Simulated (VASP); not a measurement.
Write the native input for VASP 6.6.1 that does the following.

| Item | Value |
| --- | --- |
| Task | single point |
| Functional | HSE06 |
| Potentials or basis | VASP PAW PBE potentials, release 64 (Ti_sv, Se) |
| Cutoff | 520 eV |
| k mesh | 4 × 4 × 2 |
| Occupations | gaussian, width 0.02 eV |
| Spin | non-collinear spin, zero start, spin-orbit coupling |
| Starting moments | [[0.0, 0.0, 0.0], [0.0, 0.0, 0.0], [0.0, 0.0, 0.0]] μB |
| Grid for exact exchange (PRECFOCK) | Fast |
| Screening parameter | 0.2 1/A |
| Further INCAR settings | ALGO = Normal; EDIFF = 1e-06; NBANDS = 37 |

The system is TiSe2.

```
CELL_PARAMETERS angstrom
3.53600 0.00000 0.00000
-1.76800 3.06227 0.00000
0.00000 0.00000 6.00400
ATOMIC_POSITIONS crystal
Ti 0.00000 0.00000 0.00000
Se 0.33333 0.66667 0.25520
Se 0.66667 0.33333 0.74480
```

These files were run (other wordings do the same):

POSCAR

```
TiSe2
1.0
    3.5360000000      0.0000000000      0.0000000000
   -1.7680000000      3.0622658278      0.0000000000
    0.0000000000      0.0000000000      6.0040000000
Ti Se
1 2
Direct
    0.0000000000      0.0000000000      0.0000000000
    0.3333333333      0.6666666667      0.2552000000
    0.6666666667      0.3333333333      0.7448000000
```

INCAR.step1

```
SYSTEM = TiSe2
PREC     = Accurate       ! precision mode
ENCUT    = 520            ! plane-wave cutoff, eV
EDIFF    = 1E-5           ! SCF threshold, eV
ISMEAR   = 0              ! smearing method
SIGMA    = 0.02           ! smearing width, eV
LREAL    = .False.        ! projectors in reciprocal space
LASPH    = .True.         ! aspherical terms in the spheres
NELM     = 60             ! most SCF steps
ALGO     = Normal         ! electronic algorithm
ISIF     = 2              ! what is computed and relaxed
LWAVE    = .True.         ! write WAVECAR
LCHARG   = .False.        ! write CHGCAR
LNONCOLLINEAR= .True.         ! non-collinear magnetism
MAGMOM   = 0 0 0 0 0 0 0 0 0 ! initial moments
LORBIT   = 11             ! projections on sites
LSORBIT  = .True.         ! spin-orbit coupling
GGA_COMPAT= .False.      
LMAXMIX  = 4              ! l up to which the mixer works
NBANDS   = 37             ! bands
GGA      = PE             ! functional
```

INCAR.step2

```
SYSTEM = TiSe2
PREC     = Accurate       ! precision mode
ENCUT    = 520            ! plane-wave cutoff, eV
EDIFF    = 1E-6           ! SCF threshold, eV
ISMEAR   = 0              ! smearing method
SIGMA    = 0.02           ! smearing width, eV
LREAL    = .False.        ! projectors in reciprocal space
LASPH    = .True.         ! aspherical terms in the spheres
NELM     = 60             ! most SCF steps
ALGO     = Normal         ! electronic algorithm
ISIF     = 2              ! what is computed and relaxed
LWAVE    = .False.        ! write WAVECAR
LCHARG   = .False.        ! write CHGCAR
LNONCOLLINEAR= .True.         ! non-collinear magnetism
MAGMOM   = 0 0 0 0 0 0 0 0 0 ! initial moments
LORBIT   = 11             ! projections on sites
LSORBIT  = .True.         ! spin-orbit coupling
GGA_COMPAT= .False.      
LMAXMIX  = 4              ! l up to which the mixer works
GGA      = PE             ! functional
LHFCALC  = .True.         ! exact exchange
HFSCREEN = 0.2            ! screening, 1/A
PRECFOCK = Fast         
NBANDS   = 37             ! bands
ISTART   = 1
```

KPOINTS

```
regular mesh
0
Gamma
  4 4 2
  0 0 0
```

Potentials or basis: VASP PAW PBE potentials, release 64 (Ti_sv, Se).

Run with:

```console
$ cat potpaw_PBE.64/Ti_sv/POTCAR potpaw_PBE.64/Se/POTCAR > POTCAR
$ cp INCAR.step1 INCAR
$ mpirun -np 1 vasp_ncl > vasp.out
$ cp INCAR.step2 INCAR
$ mpirun -np 1 vasp_ncl > vasp.out
```

It gave:

```
Pressure                                              : -0.5 GPa
Largest force                                         : 0.214 eV/Å
Net moment                                            : 0.00 μB per cell
Valence electrons inside the program's atomic spheres : Ti 10.07; Se 3.93
```

Caveat: the k mesh is coarse (spacing up to 0.52 Å⁻¹), so the values aren't converged, least of all with exact exchange; the PAW data sets were made with another functional, which shifts forces and pressure a little; this functional lacks dispersion, which binds the layers, so the pressure and a relaxed spacing across them are unreliable.

Wall time 22 min on 1 thread of AMD EPYC 7R13 Processor (Zen 3) (shared host), peak memory 0.42 GiB.
